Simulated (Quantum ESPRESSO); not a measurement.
# Pd (Fm-3m) in Quantum ESPRESSO: notebook

Runs on Pd. Level: PBE. Tasks: relaxation of cell and atoms.

Program: Quantum ESPRESSO 7.5. These are calculated values, not measurements. Logs are shortened: lines on timing, memory, paths and dates and some standing lists are left out, and cuts for length are marked.

### Step 1. The crystal as given

Symmetry: Fm-3m, No. 225, cubic system. Conventional cell: a = 3.893 Å, b = 3.893 Å, c = 3.893 Å, α = 90.00°, β = 90.00°, γ = 90.00°. Pd (site symmetry m-3m) is surrounded by 12 Pd at 2.75 Å.

### Step 2. Relaxation of cell and atoms, PBE, target pressure 20 GPa, at which the enthalpy is minimised

The input, pw.in:

```
&CONTROL
  calculation = 'vc-relax'
  prefix = 'pwscf'
  outdir = './tmp'
  pseudo_dir = './pseudo'
  tprnfor = .true.
  tstress = .true.
  disk_io = 'low'
  nstep = 40
  forc_conv_thr = 0.0004
  etot_conv_thr = 1d-05
/
&SYSTEM
  ibrav = 0
  nat = 1
  ntyp = 1
  ecutwfc = 69
  nbnd = 15
  occupations = 'smearing'
  smearing = 'fd'
  degauss = 0.00367493
/
&ELECTRONS
  conv_thr = 2d-10
  electron_maxstep = 120
  mixing_beta = 0.5
/
&IONS
  ion_dynamics = 'bfgs'
/
&CELL
  cell_dynamics = 'bfgs'
  press = 200
  press_conv_thr = 0.3
/
ATOMIC_SPECIES
Pd   106.4200 Pd_ONCV_PBE-1.0.oncvpsp.upf
CELL_PARAMETERS angstrom
   0.0000000000    1.9465000000    1.9465000000
   1.9465000000    0.0000000000    1.9465000000
   1.9465000000    1.9465000000    0.0000000000
ATOMIC_POSITIONS crystal
Pd     0.0000000000    0.0000000000    0.0000000000
K_POINTS automatic
12 12 12 0 0 0
```

Potentials or basis: SSSP 1.3 efficiency PBE.

Started as:

```sh
$ OMP_NUM_THREADS=1 pw.x -in pw.in > pw.out
```

pw.out:

```text
This program is part of the open-source Quantum ESPRESSO suite
     for quantum simulation of materials; please cite
[... 9 lines left out ...]
     --------------------
     sticks:   dense  smooth     PW     G-vecs:    dense   smooth      PW
     Sum         511     511    163                 7727     7727    1411

     Using Slab Decomposition

     bravais-lattice index     =            0
     lattice parameter (alat)  =       5.2020  a.u.
     unit-cell volume          =      99.5382 (a.u.)^3
     number of atoms/cell      =            1
     number of atomic types    =            1
     number of electrons       =        18.00
     number of Kohn-Sham states=           15
     kinetic-energy cutoff     =      69.0000  Ry
     charge density cutoff     =     276.0000  Ry
     scf convergence threshold =      2.0E-10
     mixing beta               =       0.5000
     number of iterations used =            8  plain     mixing
     energy convergence thresh.=      1.0E-05
     force convergence thresh. =      4.0E-04
     press convergence thresh. =      3.0E-01
     Exchange-correlation= PBE
                           (   1   4   3   4   0   0   0)
     nstep                     =           40

     celldm(1)=   5.201975  celldm(2)=   0.000000  celldm(3)=   0.000000
     celldm(4)=   0.000000  celldm(5)=   0.000000  celldm(6)=   0.000000

     crystal axes: (cart. coord. in units of alat)
               a(1) = (   0.000000   0.707107   0.707107 )
               a(2) = (   0.707107   0.000000   0.707107 )
               a(3) = (   0.707107   0.707107   0.000000 )

     reciprocal axes: (cart. coord. in units 2 pi/alat)
               b(1) = ( -0.707107  0.707107  0.707107 )
               b(2) = (  0.707107 -0.707107  0.707107 )
               b(3) = (  0.707107  0.707107 -0.707107 )

     PseudoPot. # 1 for Pd read from file:
     Pd_ONCV_PBE-1.0.oncvpsp.upf
     Pseudo is Norm-conserving, Zval = 18.0
     Generated using ONCVPSP code by D. R. Hamann
     Using radial grid of 1410 points,  6 beta functions with:
                l(1) =   0
                l(2) =   0
                l(3) =   1
                l(4) =   1
                l(5) =   2
                l(6) =   2

     atomic species   valence    mass     pseudopotential
     Pd               18.00   106.42000     Pd( 1.00)

     48 Sym. Ops., with inversion, found

   Cartesian axes

     site n.     atom                  positions (alat units)
         1        Pd     tau(   1) = (   0.0000000   0.0000000   0.0000000  )

     number of k points=    72  Fermi-Dirac smearing, width (Ry)=  0.0037
                       cart. coord. in units 2pi/alat
        k(    1) = (   0.0000000   0.0000000   0.0000000), wk =   0.0011574
        k(    2) = (   0.0589256   0.0589256  -0.0589256), wk =   0.0092593
        k(    3) = (   0.1178511   0.1178511  -0.1178511), wk =   0.0092593
        k(    4) = (   0.1767767   0.1767767  -0.1767767), wk =   0.0092593
        k(    5) = (   0.2357023   0.2357023  -0.2357023), wk =   0.0092593
        k(    6) = (   0.2946278   0.2946278  -0.2946278), wk =   0.0092593
[... 64 lines left out ...]
        k(   71) = (  -0.7071068   0.2357023   0.0000000), wk =   0.0138889
        k(   72) = (  -0.7071068   0.3535534   0.0000000), wk =   0.0069444

     Dense  grid:     7727 G-vectors     FFT dimensions: (  27,  27,  27)

     Initial potential from superposition of free atoms

     starting charge      17.9996, renormalised to      18.0000
     Starting wfcs are   10 randomized atomic wfcs +    5 random wfcs

     Self-consistent Calculation

     iteration #  1     ecut=    69.00 Ry     beta= 0.50
     Davidson diagonalization with overlap
     ethr =  1.00E-02,  avg # of iterations =  4.0

     Threshold (ethr) on eigenvalues was too large:
     Diagonalizing with lowered threshold

     Davidson diagonalization with overlap
     ethr =  6.96E-05,  avg # of iterations =  2.8

     total energy              =    -253.20414892 Ry
     estimated scf accuracy    <       0.01251263 Ry

     iteration #  2     ecut=    69.00 Ry     beta= 0.50
     Davidson diagonalization with overlap
     ethr =  6.95E-05,  avg # of iterations =  2.0
[... 426 lines left out ...]
     Computing stress (Cartesian axis) and pressure

          total   stress  (Ry/bohr**3)                   (kbar)     P=       68.78
   0.00046755  -0.00000000  -0.00000000           68.78       -0.00       -0.00
  -0.00000000   0.00046755  -0.00000000           -0.00       68.78       -0.00
  -0.00000000   0.00000000   0.00046755           -0.00        0.00       68.78

     BFGS Geometry Optimization
     Energy error            =      6.0E-03 Ry
     Gradient error          =      0.0E+00 Ry/Bohr
     Cell gradient error     =      1.3E+02 kbar

     number of scf cycles    =   1
     number of bfgs steps    =   0

     enthalpy           new  =    -253.0713534745 Ry

     new trust radius        =       0.0444979361 bohr
     new conv_thr            =       0.0000000002 Ry
[... 460 lines left out ...]
     Energy error            =      2.4E-03 Ry
     Gradient error          =      0.0E+00 Ry/Bohr
     Cell gradient error     =      3.4E+01 kbar

     number of scf cycles    =   2
     number of bfgs steps    =   1

     enthalpy           old  =    -253.0713534745 Ry
     enthalpy           new  =    -253.0737501794 Ry

     CASE: enthalpy          _new < enthalpy          _old

     new trust radius        =       0.0088106304 bohr
     new conv_thr            =            2.0E-12 Ry

     new unit-cell volume =     94.30686 a.u.^3 (    13.97483 Ang^3 )
     density =     12.64520 g/cm^3

CELL_PARAMETERS (angstrom)
   0.000000000   1.911784322   1.911784322
   1.911784322   0.000000000   1.911784322
   1.911784322   1.911784322   0.000000000
[... 445 lines left out ...]
     Energy error            =      1.3E-04 Ry
     Gradient error          =      0.0E+00 Ry/Bohr
     Cell gradient error     =      3.9E+00 kbar

     number of scf cycles    =   3
     number of bfgs steps    =   2

     enthalpy           old  =    -253.0737501794 Ry
     enthalpy           new  =    -253.0738805730 Ry

     CASE: enthalpy          _new < enthalpy          _old

     new trust radius        =       0.0009019722 bohr
     new conv_thr            =            2.0E-12 Ry

     new unit-cell volume =     94.17553 a.u.^3 (    13.95537 Ang^3 )
     density =     12.66283 g/cm^3

CELL_PARAMETERS (angstrom)
  -0.000000000   1.910896491   1.910896491
   1.910896491  -0.000000000   1.910896491
   1.910896491   1.910896491   0.000000000
[... 7 lines left out ...]
     Self-consistent Calculation

     iteration #  1     ecut=    69.00 Ry     beta= 0.50
     Davidson diagonalization with overlap
     ethr =  1.00E-06,  avg # of iterations =  2.0

     Threshold (ethr) on eigenvalues was too large:
     Diagonalizing with lowered threshold

     Davidson diagonalization with overlap
     ethr =  1.22E-09,  avg # of iterations =  1.5

     total energy              =    -253.20192073 Ry
     estimated scf accuracy    <       0.00000023 Ry

     iteration #  2     ecut=    69.00 Ry     beta= 0.50
     Davidson diagonalization with overlap
     ethr =  1.30E-09,  avg # of iterations =  2.0
[... 414 lines left out ...]
          total   stress  (Ry/bohr**3)                   (kbar)     P=      199.91
   0.00135897   0.00000000   0.00000000          199.91        0.00        0.00
   0.00000000   0.00135897  -0.00000000            0.00      199.91       -0.00
   0.00000000  -0.00000000   0.00135897            0.00       -0.00      199.91

     Energy error            =      1.8E-06 Ry
     Gradient error          =      0.0E+00 Ry/Bohr
     Cell gradient error     =      8.8E-02 kbar

     bfgs converged in   4 scf cycles and   3 bfgs steps
     (criteria: energy <  1.0E-05 Ry, force <  4.0E-04 Ry/Bohr, cell <  3.0E-01 kbar)

     End of BFGS Geometry Optimization

     Final enthalpy           =    -253.0738823443 Ry

Begin final coordinates
     new unit-cell volume =     94.17553 a.u.^3 (    13.95537 Ang^3 )
     density =     12.66283 g/cm^3

CELL_PARAMETERS (angstrom)
  -0.000000000   1.910896491   1.910896491
   1.910896491  -0.000000000   1.910896491
   1.910896491   1.910896491   0.000000000

ATOMIC_POSITIONS (crystal)
Pd               0.0000000000        0.0000000000        0.0000000000
End final coordinates

     Final scf calculation at the relaxed structure.
     The G-vectors are recalculated for the final unit cell
     Results may differ from those at the preceding step.

     G-vector sticks info
     --------------------
     sticks:   dense  smooth     PW     G-vecs:    dense   smooth      PW
     Sum         499     499    163                 7391     7391    1363

     Using Slab Decomposition

     bravais-lattice index     =            0
     lattice parameter (alat)  =       5.2020  a.u.
     unit-cell volume          =      94.1755 (a.u.)^3
     number of atoms/cell      =            1
     number of atomic types    =            1
     number of electrons       =        18.00
     number of Kohn-Sham states=           15
     kinetic-energy cutoff     =      69.0000  Ry
     charge density cutoff     =     276.0000  Ry
     scf convergence threshold =      2.0E-12
     mixing beta               =       0.5000
     number of iterations used =            8  plain     mixing
     press convergence thresh. =      3.0E-01
     Exchange-correlation= PBE
                           (   1   4   3   4   0   0   0)

     celldm(1)=   5.201975  celldm(2)=   0.000000  celldm(3)=   0.000000
     celldm(4)=   0.000000  celldm(5)=   0.000000  celldm(6)=   0.000000

     crystal axes: (cart. coord. in units of alat)
               a(1) = (  -0.000000   0.694173   0.694173 )
               a(2) = (   0.694173  -0.000000   0.694173 )
               a(3) = (   0.694173   0.694173   0.000000 )

     reciprocal axes: (cart. coord. in units 2 pi/alat)
               b(1) = ( -0.720281  0.720281  0.720281 )
               b(2) = (  0.720281 -0.720281  0.720281 )
               b(3) = (  0.720281  0.720281 -0.720281 )

     PseudoPot. # 1 for Pd read from file:
     Pd_ONCV_PBE-1.0.oncvpsp.upf
     Pseudo is Norm-conserving, Zval = 18.0
     Generated using ONCVPSP code by D. R. Hamann
     Using radial grid of 1410 points,  6 beta functions with:
                l(1) =   0
                l(2) =   0
                l(3) =   1
                l(4) =   1
                l(5) =   2
                l(6) =   2

     atomic species   valence    mass     pseudopotential
     Pd               18.00   106.42000     Pd( 1.00)

     48 Sym. Ops., with inversion, found

   Cartesian axes

     site n.     atom                  positions (alat units)
         1        Pd     tau(   1) = (   0.0000000   0.0000000   0.0000000  )

     number of k points=    72  Fermi-Dirac smearing, width (Ry)=  0.0037
                       cart. coord. in units 2pi/alat
        k(    1) = (   0.0000000   0.0000000   0.0000000), wk =   0.0011574
        k(    2) = (   0.0600235   0.0600235  -0.0600235), wk =   0.0092593
        k(    3) = (   0.1200469   0.1200469  -0.1200469), wk =   0.0092593
        k(    4) = (   0.1800704   0.1800704  -0.1800704), wk =   0.0092593
        k(    5) = (   0.2400938   0.2400938  -0.2400938), wk =   0.0092593
        k(    6) = (   0.3001173   0.3001173  -0.3001173), wk =   0.0092593
[... 64 lines left out ...]
        k(   71) = (  -0.7202815   0.2400938   0.0000000), wk =   0.0138889
        k(   72) = (  -0.7202815   0.3601407   0.0000000), wk =   0.0069444

     Dense  grid:     7391 G-vectors     FFT dimensions: (  27,  27,  27)

     Initial potential from superposition of free atoms

     starting charge      17.9996, renormalised to      18.0000
     Starting wfcs are   10 randomized atomic wfcs +    5 random wfcs

     Self-consistent Calculation

     iteration #  1     ecut=    69.00 Ry     beta= 0.50
     Davidson diagonalization with overlap
     c_bands:  1 eigenvalues not converged
     ethr =  1.00E-06,  avg # of iterations = 11.0

     total energy              =    -253.20035454 Ry
     estimated scf accuracy    <       0.00884807 Ry

     iteration #  2     ecut=    69.00 Ry     beta= 0.50
     Davidson diagonalization with overlap
     ethr =  4.92E-05,  avg # of iterations =  1.9

     total energy              =    -253.20180009 Ry
     estimated scf accuracy    <       0.00093178 Ry
[... 430 lines left out ...]
     Computing stress (Cartesian axis) and pressure

          total   stress  (Ry/bohr**3)                   (kbar)     P=      200.38
   0.00136216   0.00000000  -0.00000000          200.38        0.00       -0.00
   0.00000000   0.00136216  -0.00000000            0.00      200.38       -0.00
  -0.00000000  -0.00000000   0.00136216           -0.00       -0.00      200.38

=------------------------------------------------------------------------------=
   JOB DONE.
=------------------------------------------------------------------------------=
```

Run time: 66 s. Hardware: 1 thread of Arm Neoverse V1, shared host; peak memory 0.05 GiB.

Results:

- Free energy: -3444.9872 eV
- Relaxed volume: 13.96 Å³/atom
- Relaxed cell: a = 2.702 Å, b = 2.702 Å, c = 2.702 Å, α = 60.00°, β = 60.00°, γ = 60.00°
- Space group after relaxing (to 0.05 Å): Fm-3m (No. 225)
- Energy change on relaxing (the enthalpy is what falls): +64.8 meV/atom
- Ionic steps: 4
- Pressure after relaxing: 20.0 GPa
- Band gap on the k mesh: none (metal or under the smearing width)

The path:
| step | energy change (eV) | largest force (eV/Å) | pressure (GPa) | volume (Å³) |
| --- | --- | --- | --- | --- |
| 1 | 0.0000 | 0.0000 | 6.88 | 14.75 |
| 2 | 0.0878 | 0.0000 | 23.44 | 13.79 |
| 3 | 0.0624 | 0.0000 | 19.61 | 13.97 |
| 4 | 0.0648 | 0.0000 | 19.99 | 13.96 |

Final structure:
```xyz
1
Lattice="0.0000 1.9109 1.9109 1.9109 0.0000 1.9109 1.9109 1.9109 0.0000" Properties=species:S:1:pos:R:3 pbc="T T T"
Pd    0.0000    0.0000    0.0000
```

Levels at points of the mesh, in eV from the Fermi level:
| k point | band 6 | band 7 | band 8 | band 9 | band 10 | band 11 | band 12 | band 13 |
| --- | --- | --- | --- | --- | --- | --- | --- | --- |
| (0.00, 0.00, 0.00) | -3.08 | -3.08 | -3.08 | -1.31 | -1.31 | 17.54 | 22.61 | 22.61 |
| (0.00, 0.00, -0.50) | -3.13 | -3.13 | 0.00 | 0.00 | 0.94 | 7.81 | 16.87 | 21.90 |
| (0.00, -0.50, -0.50) | -5.55 | -0.03 | 0.34 | 0.34 | 3.41 | 11.39 | 13.66 | 13.66 |

### Step 3. Relaxation of cell and atoms, PBE, target pressure 30 GPa, at which the enthalpy is minimised

pw.in, as its differences from that of step 2:

```diff
@@ -32,3 +32,3 @@
   cell_dynamics = 'bfgs'
-  press = 200
+  press = 300
   press_conv_thr = 0.3
```

Potentials or basis: SSSP 1.3 efficiency PBE.

Started as:

```sh
$ OMP_NUM_THREADS=1 pw.x -in pw.in > pw.out
```

Wall time 79 s (1 thread of Arm Neoverse V1, shared host); peak memory 0.05 GiB.

It converged, with:

```
Free energy                                            : -3444.9150 eV
Relaxed volume                                         : 13.49 Å³/atom
Relaxed cell                                           : a = 2.672 Å, b = 2.672 Å, c = 2.672 Å, α = 60.00°, β = 60.00°, γ = 60.00°
Space group after relaxing (to 0.05 Å)                 : Fm-3m (No. 225)
Energy change on relaxing (the enthalpy is what falls) : +136.7 meV/atom
Ionic steps                                            : 5
Pressure after relaxing                                : 30.1 GPa
Band gap on the k mesh                                 : none (metal or under the smearing width)
```

Step by step:
```tsv
step	energy change (eV)	largest force (eV/Å)	pressure (GPa)	volume (Å³)
1	0.0000	0.0000	6.88	14.75
2	0.2274	0.0000	40.74	13.08
3	0.1231	0.0000	28.25	13.57
4	0.1359	0.0000	29.90	13.50
5	0.1367	0.0000	30.00	13.49
```

Final structure:
```
CELL_PARAMETERS angstrom
0.00000 1.88948 1.88948
1.88948 0.00000 1.88948
1.88948 1.88948 0.00000
ATOMIC_POSITIONS crystal
Pd 0.00000 0.00000 0.00000
```

Levels at points of the mesh, in eV from the Fermi level:
| k point | band 7 | band 8 | band 9 | band 10 | band 11 | band 12 |
| --- | --- | --- | --- | --- | --- | --- |
| (0.00, 0.00, 0.00) | -3.25 | -3.25 | -1.39 | -1.39 | 17.56 | 22.82 |
| (0.00, 0.00, -0.50) | -3.31 | 0.00 | 0.00 | 0.87 | 8.10 | 16.89 |
| (0.00, -0.50, -0.50) | -0.03 | 0.37 | 0.37 | 3.42 | 11.77 | 13.86 |
